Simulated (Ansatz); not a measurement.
Relaxing FeSi$_{2}$

Level of theory: DFT PBEsol, scalar-relativistic, plane waves, PAW (Ansatz). Run with 420 eV cutoff, 16×16×8 k-mesh, Gaussian smearing of 0.10 eV, no spin polarisation.

What was changed: uniaxial strain along a, with b, c and atoms relaxed: -3.0 %.

Command:

```bash
ansatz run input.yaml --threads 1 --pin off --max-ram 1331MiB --backend cpu --events-out ev --progress --plain --runs-dir out
```

Input:

```yaml
crystal:
  lattice:
    - [2.5959931288, 0.0, 0.0]
    - [0.0, 2.6963536879, 0.0]
    - [0.0, 0.0, 5.1446600281]
  atoms:
    - { symbol: Fe, position: [0.0, 0.0, 0.0] }
    - { symbol: Si, position: [0.5, 0.5, 0.2726802309] }
    - { symbol: Si, position: [0.5, 0.5, 0.7273197691] }
basis:
  ecutwfc: 420
kpoints:
  mp_grid: { grid: [16, 16, 8] }
hamiltonian:
  xc: pbesol
scf:
  occupations: { method: gaussian, width: 0.1 }
output:
  forces: true
  stress: true
  eigenvalues: true
relax:
  adjacent_minimum: "off"
  f_tol: 0.008
  max_steps: 40
  cell: { stress_tol: 0.015, fix: [a, angles] }
```

F is the free energy. Steps run on the plane waves of an earlier cell, but the last one, and at times one on the way, on a freshly chosen basis, so a repeated geometry can differ a little in energy. The held parts of the cell keep their stress, so P needn't end at zero.

Steps:

```tsv
step	F − F(1) (eV)	largest force component (eV/Å)	V (Å³/atom)	P (GPa)
1	0.0000	0.044	12.004	2.98
2	-0.0006	0.001	11.969	3.53
3	-0.0007	0.000	11.953	3.83
4	-0.0006	0.000	11.953	3.82
```

Relaxed structure:

```xyz
3
Lattice="2.5960 0.0000 0.0000 0.0000 2.6910 0.0000 0.0000 0.0000 5.1333" Properties=species:S:1:pos:R:3 pbc="T T T"
Fe    0.0000    0.0000    0.0000
Si    1.2980    1.3455    1.4015
Si    1.2980    1.3455    3.7318
```

Symmetry: Pmmm, No. 47, orthorhombic system. The conventional cell has a = 2.596 Å, b = 2.691 Å, c = 5.133 Å, α = 90.00°, β = 90.00°, γ = 90.00°. Around Fe (site symmetry mmm) lie 8 Si at 2.34 Å and 2 Fe at 2.60 Å. Around Si (site symmetry mm2) lie 3 Si at 2.33 to 2.60 Å and 4 Fe at 2.34 Å.

The run converged. The run took about 70 core-seconds.